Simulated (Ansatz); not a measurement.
# HfB2: properties at the relaxed cell

The task here is to estimate one member of a computed series from the others.

Program: Ansatz 0.2.0. Level of theory: DFT PBEsol, scalar-relativistic, plane waves, PAW. These are calculated values, not measurements.

1 further run of the same task is left out (set aside as unsound or not needed).

**Starting point**

Symmetry: P6/mmm, No. 191, hexagonal system. The conventional cell has a = 3.128 Å, b = 3.128 Å, c = 3.446 Å, α = 90.00°, β = 90.00°, γ = 120.00°. Hf (site symmetry 6/mmm) has 12 B at 2.50 Å in its first shell of neighbours. Around B (site symmetry -6m2) lie 3 B at 1.81 Å and 6 Hf at 2.50 Å.

As a file:

```
Hf B
1.0
     3.12772    0.00000    0.00000
    -1.56386    2.70869    0.00000
     0.00000    0.00000    3.44634
Hf B
1 2
Direct
  0.00000 0.00000 0.00000
  0.33333 0.66667 0.50000
  0.66667 0.33333 0.50000
```

It is the result of an earlier relaxation at this level (volume 9.73 Å³/atom; gap on the mesh: none (metal)).

Set-up of the first run:

The input, input.yaml:

```yaml
crystal:
  lattice:
    - [3.127723106, 0.0, 0.0]
    - [-1.563861553, 2.7086876658, 0.0]
    - [0.0, 0.0, 3.4463367028]
  atoms:
    - { symbol: Hf, position: [0.0, 0.0, 0.0] }
    - { symbol: B, position: [0.3333333333, 0.6666666667, 0.5] }
    - { symbol: B, position: [0.6666666667, 0.3333333333, 0.5] }
basis:
  ecutwfc: 420
kpoints:
  mp_grid: { grid: [18, 18, 12] }
  band_path:
    path:
      - [[0.0, 0.0, 0.0], [0.5, 0.0, 0.0], [0.33333333, 0.33333333, 0.0], [0.0, 0.0, 0.0], [0.0, 0.0, 0.5], [0.5, 0.0, 0.5], [0.33333333, 0.33333333, 0.5], [0.0, 0.0, 0.5]]
      - [[0.5, 0.0, 0.5], [0.5, 0.0, 0.0]]
      - [[0.33333333, 0.33333333, 0.5], [0.33333333, 0.33333333, 0.0]]
    npoints: 14
hamiltonian:
  xc: pbesol
scf:
  occupations: { method: gaussian, width: 0.1 }
  n_extra_bands: 7
output:
  forces: true
  stress: true
  eigenvalues: true
  populations: true
  dos: { projected: true, de: 0.02, nscf_kmesh: { grid: [27, 27, 18] } }
  bader: true
  write_density: true
  write_potential: true
  elf: true
  volumetric_format: npy
```

Run with:

```
$ ansatz run input.yaml --threads 1 --pin off --max-ram 2560MiB --backend cpu --events-out ev --progress --plain --runs-dir out
```

Among the steps run: Electronic structure at the relaxed geometry; Back to the database's cell; The cell scaled to 0.97 of its volume; The cell scaled to 1.03 of its volume; The cell scaled to 0.94 of its volume; Point at V/V0 = 1.06; Point at V/V0 = 0.91; The cell scaled to 1.10 of its volume; The cell scaled to 0.88 of its volume.

One of the session's tables, all rows but one given; the rest of the session is left out.

It belongs to the step «Equation of state». 

| volume (Å³/atom) | energy above the lowest point (meV/atom) | pressure (GPa) |
| --- | --- | --- |
| 8.565 | 139.9 | 42.65 |
| 8.857 | 74.5 | 29.48 |
| 9.149 | 31.4 | 18.14 |
| 9.441 | 7.4 | 8.38 |
| 9.732 | 0.0 | -0.04 |
| 10.024 | ? | ? |
| 10.316 | 26.0 | -13.58 |
| 10.706 | 67.9 | -20.63 |

Estimate the missing values for volume (Å³/atom) = 10.024.

Worked estimate for «energy above the lowest point (meV/atom)». A straight line through the neighbours (9.732, 0.0) and (10.316, 26.0) gives 0.0 + (26.0 − 0.0) × (10.024 − 9.732) / (10.316 − 9.732) = 13.0; a parabola fitted to 4 rows on both sides gives 7.1.

**Answer.** energy above the lowest point (meV/atom): 6.9; pressure (GPa): -7.31. In «energy above the lowest point (meV/atom)» the line misses by +6.1 and the parabola by +0.2.
